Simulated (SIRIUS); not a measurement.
# HfB2 (P6/mmm) in SIRIUS: equation of state, part 2 of 3

SIRIUS 7.12.0. The steps go on from the part before.

## (3) Equation of state, PBEsol, 9.51 Å³/atom (volume scaled by 0.96)

sirius.json

```json
{
  "control": {
    "processing_unit": "cpu",
    "std_evp_solver_name": "lapack",
    "gen_evp_solver_name": "lapack",
    "verbosity": 2,
    "print_forces": false,
    "ortho_rf": true,
    "use_second_variation": true,
    "rmt_max": 3.0,
    "num_bands_to_print": 24,
    "save_wf": true
  },
  "parameters": {
    "electronic_structure_method": "full_potential_lapwlo",
    "xc_functionals": ["XC_GGA_X_PBE_SOL", "XC_GGA_C_PBE_SOL"],
    "core_relativity": "dirac",
    "valence_relativity": "iora",
    "num_fv_states": 28,
    "smearing": "fermi_dirac",
    "smearing_width": 0.0018374661,
    "pw_cutoff": 20,
    "gk_cutoff": 3.94,
    "lmax_apw": 11,
    "lmax_rho": 8,
    "lmax_pot": 8,
    "num_mag_dims": 0,
    "auto_rmt": 0,
    "ngridk": [10, 10, 8],
    "shiftk": [0, 0, 0],
    "num_dft_iter": 80,
    "energy_tol": 1e-07,
    "density_tol": 1e-05,
    "use_symmetry": true
  },
  "settings": {"tol_ne": 1e-10},
  "iterative_solver": {"type": "exact"},
  "mixer": {"type": "anderson", "beta": 0.5, "max_history": 8},
  "unit_cell": {
    "lattice_vectors": [[5.8535445246, 0.0, 0.0], [-2.9267722623, 5.0693182604, 0.0], [0.0, 0.0, 6.487367817]],
    "atom_types": ["B", "Hf"],
    "atom_files": {"B": "B.json", "Hf": "Hf.json"},
    "atoms": {"B": [[0.6666666667, 0.3333333333, 0.5], [0.3333333333, 0.6666666667, 0.5]], "Hf": [[0.0, 0.0, 0.0]]}
  }
}
```

B.json

```json
{
  "name": "boron",
  "symbol": "B",
  "number": 5,
  "mass": 10.811,
  "rmin": 1e-06,
  "rmt": 1.65,
  "nrmt": 800,
  "rinf": 17.81,
  "core": "",
  "valence": [
    {"basis": [{"enu": 0.28, "dme": 0, "n": 0, "auto": 0}, {"enu": 0.28, "dme": 1, "n": 0, "auto": 0}]},
    {"l": 0, "n": 1, "basis": [{"enu": 0.3259, "dme": 0, "n": 0, "auto": 0}]},
    {"l": 1, "n": 2, "basis": [{"enu": 0.38, "dme": 0, "n": 0, "auto": 0}]},
    {"l": 2, "n": 3, "basis": [{"enu": 0.38, "dme": 0, "n": 0, "auto": 0}]},
    {"l": 3, "n": 4, "basis": [{"enu": 0.38, "dme": 0, "n": 0, "auto": 0}]}
  ],
  "lo": [
    {
      "l": 0,
      "basis": [{"enu": 0.3259, "dme": 0, "n": 0, "auto": 0}, {"enu": 0.3259, "dme": 1, "n": 0, "auto": 0}]
    },
    {
      "l": 0,
      "basis": [{"enu": 0.3259, "dme": 1, "n": 0, "auto": 0}, {"enu": 0.3259, "dme": 2, "n": 0, "auto": 0}]
    },
    {
      "l": 0,
      "basis": [{"enu": -6.0464, "dme": 0, "n": 1, "auto": 1}, {"enu": -6.0464, "dme": 1, "n": 1, "auto": 1}]
    },
    {
      "l": 0,
      "basis": [{"enu": 0.3259, "dme": 0, "n": 0, "auto": 0}, {"enu": 4.7336, "dme": 0, "n": 0, "auto": 0}]
    },
    {"l": 1, "basis": [{"enu": 0.38, "dme": 0, "n": 0, "auto": 0}, {"enu": 0.38, "dme": 1, "n": 0, "auto": 0}]},
    {"l": 1, "basis": [{"enu": 0.38, "dme": 1, "n": 0, "auto": 0}, {"enu": 0.38, "dme": 2, "n": 0, "auto": 0}]},
    {"l": 1, "basis": [{"enu": 0.38, "dme": 0, "n": 0, "auto": 0}, {"enu": 5.4489, "dme": 0, "n": 0, "auto": 0}]},
    {"l": 2, "basis": [{"enu": 0.38, "dme": 0, "n": 0, "auto": 0}, {"enu": 0.38, "dme": 1, "n": 0, "auto": 0}]},
    {"l": 2, "basis": [{"enu": 0.38, "dme": 1, "n": 0, "auto": 0}, {"enu": 0.38, "dme": 2, "n": 0, "auto": 0}]},
    {"l": 2, "basis": [{"enu": 0.38, "dme": 0, "n": 0, "auto": 0}, {"enu": 6.11, "dme": 0, "n": 0, "auto": 0}]},
    {"l": 3, "basis": [{"enu": 0.38, "dme": 0, "n": 0, "auto": 0}, {"enu": 0.38, "dme": 1, "n": 0, "auto": 0}]}
  ],
  "free_atom": [... radial grid and density of the free atom, the start of the SCF ...]
}
```

Hf.json

```json
{
  "name": "hafnium",
  "symbol": "Hf",
  "number": 72,
  "mass": 178.49,
  "rmin": 1e-06,
  "rmt": 2.5,
  "nrmt": 800,
  "rinf": 17.22,
  "core": "1s2s2p3s3p3d4s4p4d",
  "valence": [
    {"basis": [{"enu": 0.28, "dme": 0, "n": 0, "auto": 0}, {"enu": 0.28, "dme": 1, "n": 0, "auto": 0}]},
    {"l": 0, "n": 1, "basis": [{"enu": 0.38, "dme": 0, "n": 0, "auto": 0}]},
    {"l": 1, "n": 2, "basis": [{"enu": 0.38, "dme": 0, "n": 0, "auto": 0}]},
    {"l": 2, "n": 3, "basis": [{"enu": 0.38, "dme": 0, "n": 0, "auto": 0}]},
    {"l": 3, "n": 4, "basis": [{"enu": 0.38, "dme": 0, "n": 0, "auto": 0}]},
    {"l": 4, "n": 5, "basis": [{"enu": 0.38, "dme": 0, "n": 0, "auto": 0}]}
  ],
  "lo": [
    {"l": 0, "basis": [{"enu": 0.38, "dme": 0, "n": 0, "auto": 0}, {"enu": 0.38, "dme": 1, "n": 0, "auto": 0}]},
    {
      "l": 0,
      "basis": [{"enu": -1.9707, "dme": 0, "n": 5, "auto": 1}, {"enu": -1.9707, "dme": 1, "n": 5, "auto": 1}]
    },
    {
      "l": 0,
      "basis": [{"enu": -1.9707, "dme": 1, "n": 5, "auto": 1}, {"enu": 0.38, "dme": 0, "n": 0, "auto": 0}]
    },
    {"l": 0, "basis": [{"enu": 0.38, "dme": 0, "n": 0, "auto": 0}, {"enu": 2.94, "dme": 0, "n": 0, "auto": 0}]},
    {"l": 1, "basis": [{"enu": 0.38, "dme": 0, "n": 0, "auto": 0}, {"enu": 0.38, "dme": 1, "n": 0, "auto": 0}]},
    {
      "l": 1,
      "basis": [{"enu": -0.823, "dme": 0, "n": 5, "auto": 1}, {"enu": -0.823, "dme": 1, "n": 5, "auto": 1}]
    },
    {"l": 1, "basis": [{"enu": -0.823, "dme": 1, "n": 5, "auto": 1}, {"enu": 0.38, "dme": 0, "n": 0, "auto": 0}]},
    {"l": 1, "basis": [{"enu": 0.38, "dme": 0, "n": 0, "auto": 0}, {"enu": 3.324, "dme": 0, "n": 0, "auto": 0}]},
    {"l": 2, "basis": [{"enu": 0.38, "dme": 0, "n": 0, "auto": 0}, {"enu": 0.38, "dme": 1, "n": 0, "auto": 0}]},
    {"l": 2, "basis": [{"enu": 0.38, "dme": 1, "n": 0, "auto": 0}, {"enu": 0.38, "dme": 2, "n": 0, "auto": 0}]},
    {"l": 2, "basis": [{"enu": 0.38, "dme": 0, "n": 0, "auto": 0}, {"enu": 2.876, "dme": 0, "n": 0, "auto": 0}]},
    {"l": 3, "basis": [{"enu": 0.38, "dme": 0, "n": 0, "auto": 0}, {"enu": 0.38, "dme": 1, "n": 0, "auto": 0}]},
    {
      "l": 3,
      "basis": [{"enu": -0.1473, "dme": 0, "n": 4, "auto": 1}, {"enu": -0.1473, "dme": 1, "n": 4, "auto": 1}]
    },
    {
      "l": 3,
      "basis": [{"enu": -0.1473, "dme": 1, "n": 4, "auto": 1}, {"enu": 0.38, "dme": 0, "n": 0, "auto": 0}]
    },
    {"l": 3, "basis": [{"enu": 0.38, "dme": 0, "n": 0, "auto": 0}, {"enu": 4.092, "dme": 0, "n": 0, "auto": 0}]},
    {"l": 4, "basis": [{"enu": 0.38, "dme": 0, "n": 0, "auto": 0}, {"enu": 0.38, "dme": 1, "n": 0, "auto": 0}]},
    {"l": 4, "basis": [{"enu": 0.38, "dme": 0, "n": 0, "auto": 0}, {"enu": 3.452, "dme": 0, "n": 0, "auto": 0}]}
  ],
  "free_atom": [... radial grid and density of the free atom, the start of the SCF ...]
}
```

sirius_start.json

```json
{
  "control": {
    "processing_unit": "cpu",
    "std_evp_solver_name": "lapack",
    "gen_evp_solver_name": "lapack",
    "verbosity": 1,
    "print_forces": false,
    "ortho_rf": true,
    "use_second_variation": true,
    "rmt_max": 3.0,
    "num_bands_to_print": 24,
    "save_wf": false
  },
  "parameters": {
    "electronic_structure_method": "full_potential_lapwlo",
    "xc_functionals": ["XC_LDA_X", "XC_LDA_C_PW"],
    "core_relativity": "dirac",
    "valence_relativity": "iora",
    "num_fv_states": 28,
    "smearing": "fermi_dirac",
    "smearing_width": 0.0055123983,
    "pw_cutoff": 20,
    "gk_cutoff": 3.15,
    "lmax_apw": 11,
    "lmax_rho": 8,
    "lmax_pot": 8,
    "num_mag_dims": 0,
    "auto_rmt": 0,
    "ngridk": [4, 4, 3],
    "shiftk": [0, 0, 0],
    "num_dft_iter": 30,
    "energy_tol": 0.01,
    "density_tol": 0.05,
    "use_symmetry": true
  },
  "settings": {"tol_ne": 1e-10},
  "iterative_solver": {"type": "exact"},
  "mixer": {"type": "anderson", "beta": 0.5, "max_history": 8},
  "unit_cell": {
    "lattice_vectors": [[5.8535445246, 0.0, 0.0], [-2.9267722623, 5.0693182604, 0.0], [0.0, 0.0, 6.487367817]],
    "atom_types": ["B", "Hf"],
    "atom_files": {"B": "B.json", "Hf": "Hf.json"},
    "atoms": {"B": [[0.6666666667, 0.3333333333, 0.5], [0.3333333333, 0.6666666667, 0.5]], "Hf": [[0.0, 0.0, 0.0]]}
  }
}
```

Potentials or basis: all-electron FP-LAPW, apw+lo standard.

Run with:

```sh
> OMP_NUM_THREADS=1 sirius.scf --input=sirius_start.json --output=start.json
> OMP_NUM_THREADS=1 sirius.scf --input=sirius.json --output=output.json --task=1
```

Wall time 1.8 min (1 thread of Arm Neoverse V2, shared host); peak memory 0.61 GiB.

It converged, with:

| Quantity | Value |
| --- | --- |
| Free energy | -412058.3665 eV |
| Band gap on the k mesh | none (metal or under the smearing width) |
| All electrons inside the program's atomic spheres | Hf 70.03; B 3.74 (radii B 1.65, Hf 2.5 bohr) |

## (4) Equation of state, PBEsol, 9.71 Å³/atom (volume scaled by 0.98)

Edit sirius.json of step 3 so:

```diff
@@ -39,3 +39,3 @@
   "unit_cell": {
-    "lattice_vectors": [[5.8535445246, 0.0, 0.0], [-2.9267722623, 5.0693182604, 0.0], [0.0, 0.0, 6.487367817]],
+    "lattice_vectors": [[5.8939150728, 0.0, 0.0], [-2.9469575365, 5.1042801807, 0.0], [0.0, 0.0, 6.5321096986]],
     "atom_types": ["B", "Hf"],
```

B.json

```json
{
  "name": "boron",
  "symbol": "B",
  "number": 5,
  "mass": 10.811,
  "rmin": 1e-06,
  "rmt": 1.65,
  "nrmt": 800,
  "rinf": 17.81,
  "core": "",
  "valence": [
    {"basis": [{"enu": 0.27, "dme": 0, "n": 0, "auto": 0}, {"enu": 0.27, "dme": 1, "n": 0, "auto": 0}]},
    {"l": 0, "n": 1, "basis": [{"enu": 0.3159, "dme": 0, "n": 0, "auto": 0}]},
    {"l": 1, "n": 2, "basis": [{"enu": 0.37, "dme": 0, "n": 0, "auto": 0}]},
    {"l": 2, "n": 3, "basis": [{"enu": 0.37, "dme": 0, "n": 0, "auto": 0}]},
    {"l": 3, "n": 4, "basis": [{"enu": 0.37, "dme": 0, "n": 0, "auto": 0}]}
  ],
  "lo": [
    {
      "l": 0,
      "basis": [{"enu": 0.3159, "dme": 0, "n": 0, "auto": 0}, {"enu": 0.3159, "dme": 1, "n": 0, "auto": 0}]
    },
    {
      "l": 0,
      "basis": [{"enu": 0.3159, "dme": 1, "n": 0, "auto": 0}, {"enu": 0.3159, "dme": 2, "n": 0, "auto": 0}]
    },
    {
      "l": 0,
      "basis": [{"enu": -6.0564, "dme": 0, "n": 1, "auto": 1}, {"enu": -6.0564, "dme": 1, "n": 1, "auto": 1}]
    },
    {
      "l": 0,
      "basis": [{"enu": 0.3159, "dme": 0, "n": 0, "auto": 0}, {"enu": 4.7236, "dme": 0, "n": 0, "auto": 0}]
    },
    {"l": 1, "basis": [{"enu": 0.37, "dme": 0, "n": 0, "auto": 0}, {"enu": 0.37, "dme": 1, "n": 0, "auto": 0}]},
    {"l": 1, "basis": [{"enu": 0.37, "dme": 1, "n": 0, "auto": 0}, {"enu": 0.37, "dme": 2, "n": 0, "auto": 0}]},
    {"l": 1, "basis": [{"enu": 0.37, "dme": 0, "n": 0, "auto": 0}, {"enu": 5.4389, "dme": 0, "n": 0, "auto": 0}]},
    {"l": 2, "basis": [{"enu": 0.37, "dme": 0, "n": 0, "auto": 0}, {"enu": 0.37, "dme": 1, "n": 0, "auto": 0}]},
    {"l": 2, "basis": [{"enu": 0.37, "dme": 1, "n": 0, "auto": 0}, {"enu": 0.37, "dme": 2, "n": 0, "auto": 0}]},
    {"l": 2, "basis": [{"enu": 0.37, "dme": 0, "n": 0, "auto": 0}, {"enu": 6.1, "dme": 0, "n": 0, "auto": 0}]},
    {"l": 3, "basis": [{"enu": 0.37, "dme": 0, "n": 0, "auto": 0}, {"enu": 0.37, "dme": 1, "n": 0, "auto": 0}]}
  ],
  "free_atom": [... radial grid and density of the free atom, the start of the SCF ...]
}
```

Hf.json

```json
{
  "name": "hafnium",
  "symbol": "Hf",
  "number": 72,
  "mass": 178.49,
  "rmin": 1e-06,
  "rmt": 2.5,
  "nrmt": 800,
  "rinf": 17.22,
  "core": "1s2s2p3s3p3d4s4p4d",
  "valence": [
    {"basis": [{"enu": 0.27, "dme": 0, "n": 0, "auto": 0}, {"enu": 0.27, "dme": 1, "n": 0, "auto": 0}]},
    {"l": 0, "n": 1, "basis": [{"enu": 0.37, "dme": 0, "n": 0, "auto": 0}]},
    {"l": 1, "n": 2, "basis": [{"enu": 0.37, "dme": 0, "n": 0, "auto": 0}]},
    {"l": 2, "n": 3, "basis": [{"enu": 0.37, "dme": 0, "n": 0, "auto": 0}]},
    {"l": 3, "n": 4, "basis": [{"enu": 0.37, "dme": 0, "n": 0, "auto": 0}]},
    {"l": 4, "n": 5, "basis": [{"enu": 0.37, "dme": 0, "n": 0, "auto": 0}]}
  ],
  "lo": [
    {"l": 0, "basis": [{"enu": 0.37, "dme": 0, "n": 0, "auto": 0}, {"enu": 0.37, "dme": 1, "n": 0, "auto": 0}]},
    {
      "l": 0,
      "basis": [{"enu": -1.9807, "dme": 0, "n": 5, "auto": 1}, {"enu": -1.9807, "dme": 1, "n": 5, "auto": 1}]
    },
    {
      "l": 0,
      "basis": [{"enu": -1.9807, "dme": 1, "n": 5, "auto": 1}, {"enu": 0.37, "dme": 0, "n": 0, "auto": 0}]
    },
    {"l": 0, "basis": [{"enu": 0.37, "dme": 0, "n": 0, "auto": 0}, {"enu": 2.93, "dme": 0, "n": 0, "auto": 0}]},
    {"l": 1, "basis": [{"enu": 0.37, "dme": 0, "n": 0, "auto": 0}, {"enu": 0.37, "dme": 1, "n": 0, "auto": 0}]},
    {
      "l": 1,
      "basis": [{"enu": -0.833, "dme": 0, "n": 5, "auto": 1}, {"enu": -0.833, "dme": 1, "n": 5, "auto": 1}]
    },
    {"l": 1, "basis": [{"enu": -0.833, "dme": 1, "n": 5, "auto": 1}, {"enu": 0.37, "dme": 0, "n": 0, "auto": 0}]},
    {"l": 1, "basis": [{"enu": 0.37, "dme": 0, "n": 0, "auto": 0}, {"enu": 3.314, "dme": 0, "n": 0, "auto": 0}]},
    {"l": 2, "basis": [{"enu": 0.37, "dme": 0, "n": 0, "auto": 0}, {"enu": 0.37, "dme": 1, "n": 0, "auto": 0}]},
    {"l": 2, "basis": [{"enu": 0.37, "dme": 1, "n": 0, "auto": 0}, {"enu": 0.37, "dme": 2, "n": 0, "auto": 0}]},
    {"l": 2, "basis": [{"enu": 0.37, "dme": 0, "n": 0, "auto": 0}, {"enu": 2.866, "dme": 0, "n": 0, "auto": 0}]},
    {"l": 3, "basis": [{"enu": 0.37, "dme": 0, "n": 0, "auto": 0}, {"enu": 0.37, "dme": 1, "n": 0, "auto": 0}]},
    {
      "l": 3,
      "basis": [{"enu": -0.1573, "dme": 0, "n": 4, "auto": 1}, {"enu": -0.1573, "dme": 1, "n": 4, "auto": 1}]
    },
    {
      "l": 3,
      "basis": [{"enu": -0.1573, "dme": 1, "n": 4, "auto": 1}, {"enu": 0.37, "dme": 0, "n": 0, "auto": 0}]
    },
    {"l": 3, "basis": [{"enu": 0.37, "dme": 0, "n": 0, "auto": 0}, {"enu": 4.082, "dme": 0, "n": 0, "auto": 0}]},
    {"l": 4, "basis": [{"enu": 0.37, "dme": 0, "n": 0, "auto": 0}, {"enu": 0.37, "dme": 1, "n": 0, "auto": 0}]},
    {"l": 4, "basis": [{"enu": 0.37, "dme": 0, "n": 0, "auto": 0}, {"enu": 3.442, "dme": 0, "n": 0, "auto": 0}]}
  ],
  "free_atom": [... radial grid and density of the free atom, the start of the SCF ...]
}
```

Edit sirius_start.json of step 3 so:

```diff
@@ -39,3 +39,3 @@
   "unit_cell": {
-    "lattice_vectors": [[5.8535445246, 0.0, 0.0], [-2.9267722623, 5.0693182604, 0.0], [0.0, 0.0, 6.487367817]],
+    "lattice_vectors": [[5.8939150728, 0.0, 0.0], [-2.9469575365, 5.1042801807, 0.0], [0.0, 0.0, 6.5321096986]],
     "atom_types": ["B", "Hf"],
```

Run with:

```sh
> OMP_NUM_THREADS=1 sirius.scf --input=sirius_start.json --output=start.json
> OMP_NUM_THREADS=1 sirius.scf --input=sirius.json --output=output.json --task=1
```

Wall time 2.3 min (1 thread of Arm Neoverse V2, shared host); peak memory 0.62 GiB.

Results (log left out):

```yaml
Free_energy: -412058.3800 eV
Band_gap_on_the_k_mesh: none (metal or under the smearing width)
All_electrons_inside_the_program's_atomic_spheres: Hf 69.99; B 3.72 (radii B 1.65, Hf 2.5 bohr)
```

[end of part 2 of 3]
